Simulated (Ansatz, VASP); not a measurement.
## One calculation of Sn, two programs

```
Sn
1.0
    -1.76040    1.81037    2.38420
     1.76040   -1.81037    2.38420
     1.76040    1.81037   -2.38420
Sn
1
Cartesian
  0.0000 0.0000 0.0000
```

This isn't the form of Sn at room conditions, which is tetragonal (white tin).

Alike in both runs: task single point; functional PBEsol; k mesh 11 × 11 × 11; occupations fermi-dirac, width 0.05 eV; no spin polarisation.

|  | VASP | Ansatz |
| --- | --- | --- |
| version | VASP 6.6.1 | Ansatz 0.2.0 |
| potentials or method | VASP PAW PBE potentials, release 64 (Sn_d) | Ansatz PAW |
| plane-wave cutoff (eV) | 520 | 420 |
| valence electrons in the cell | 14 | 14 |

Ansatz gave:

* gap on the k mesh at the Fermi level (eV): none
* pressure (GPa): -5.5
* largest component of the traceless stress (GPa): 0.93

**Question.** What did VASP give for the same quantities?

**Answer.** gap on the k mesh at the Fermi level (eV): none; pressure (GPa): -5.6; largest component of the traceless stress (GPa): 0.93.

A gap of «none» marks a metal or a gap that the smearing closes.

Caveats: the PAW data sets were made with another functional, which shifts forces and pressure a little (VASP); the PAW data sets come from PBE, with cores solved anew for the run's functional, which leaves a small shift of forces and pressure (Ansatz).
